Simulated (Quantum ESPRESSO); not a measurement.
ZrB2:

```
Zr B
1.0
     3.17000    0.00000    0.00000
    -1.58500    2.74530    0.00000
     0.00000    0.00000    3.53300
Zr B
1 2
Direct
  0.00000 0.00000 0.00000
  0.66667 0.33333 0.50000
  0.33333 0.66667 0.50000
```

Base run:

```yaml
Program: Quantum ESPRESSO 7.5
Functional: PBEsol
Potentials_or_basis: GBRV 1.5 PBEsol
Cutoff: 612 eV
Density_cutoff: 4898 eV
k_mesh: 10 × 10 × 8
Occupations: fermi-dirac, width 0.05 eV
Spin: no spin polarisation
Hubbard_terms: Zr d U = 8 eV
```

Its results: band gap on the k mesh none (metal or under the smearing width); pressure -10.9 GPa.

Question: After a change of settings the same cell gave: band gap on the k mesh none (metal or under the smearing width); pressure -5.6 GPa. Which change was it?
A. hubbard terms from Zr d U = 8 eV to none
B. hubbard terms from Zr d U = 8 eV to Zr d U = 6 eV
C. hubbard terms from Zr d U = 8 eV to Zr d U = 2 eV

Answer: C.

Caveats: U without spin polarisation on a metal has little footing; the U is typed as a test and isn't derived for this compound.
